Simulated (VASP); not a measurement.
Input of a VASP 6.6.1 run:

The input POSCAR:

```
Te2Mo
1.0
    3.5602328140      0.0000000000      0.0000000000
   -1.7801164070      3.0832520603      0.0000000000
    0.0000000000      0.0000000000     17.5240578200
Te Mo
2 1
Direct
    0.3333333333      0.6666666667      0.1021445500
    0.3333333333      0.6666666667      0.8978554500
    0.0000000000      0.0000000000      0.0000000000
```

The input INCAR.step1:

```
SYSTEM = Te2Mo
ALGO     = Normal         ! electronic algorithm
EDIFF    = 1E-5           ! SCF threshold, eV
ENCUT    = 600            ! plane-wave cutoff, eV
GGA      = PE             ! functional
ISMEAR   = 0              ! smearing method
KPAR     = 4            
LASPH    = .True.         ! aspherical terms in the spheres
LCHARG   = .False.        ! write CHGCAR
LREAL    = .False.        ! projectors in reciprocal space
LWAVE    = .True.         ! write WAVECAR
NELM     = 80             ! most SCF steps
PREC     = Accurate       ! precision mode
SIGMA    = 0.02           ! smearing width, eV
```

The input INCAR.step2:

```
SYSTEM = Te2Mo
ALGO     = Normal         ! electronic algorithm
EDIFF    = 1E-7           ! SCF threshold, eV
EDIFFG   = -0.01          ! ionic threshold
ENCUT    = 600            ! plane-wave cutoff, eV
GGA      = PE             ! functional
HFSCREEN = 0.2            ! screening, 1/A
IBRION   = 2              ! ionic algorithm
ISIF     = 3              ! what is computed and relaxed
ISMEAR   = 0              ! smearing method
ISTART   = 1            
KPAR     = 4            
LASPH    = .True.         ! aspherical terms in the spheres
LCHARG   = .False.        ! write CHGCAR
LHFCALC  = .True.         ! exact exchange
LREAL    = .False.        ! projectors in reciprocal space
LWAVE    = .False.        ! write WAVECAR
NELM     = 80             ! most SCF steps
NSW      = 60             ! ionic steps
PREC     = Accurate       ! precision mode
PRECFOCK = Fast         
SIGMA    = 0.02           ! smearing width, eV
```

The input KPOINTS:

```
k-points
0
Gamma
  6 6 1
  0 0 0
```

Potentials or basis: VASP PAW PBE potentials, release 64 (Te, Mo_sv).

The run is started by

```sh
$ cat potpaw_PBE.64/Te/POTCAR potpaw_PBE.64/Mo_sv/POTCAR > POTCAR
$ cp INCAR.step1 INCAR
$ mpirun -np 4 vasp_std > vasp.out
$ cp INCAR.step2 INCAR
$ mpirun -np 4 vasp_std > vasp.out
```

Task: Estimate the space group after relaxing (to 0.05 Å).

Result: P-6m2 (No. 187).

Task: Predict the relaxed volume.

Result: 62.16 Å³/atom.

Forces in eV/Å, atoms in the order of the input:
```
Te   0.000  0.000 -0.003
Te   0.000  0.000  0.003
Mo   0.000  0.000  0.000
```

Caveat: the PAW data sets were made with another functional, which shifts forces and pressure a little.
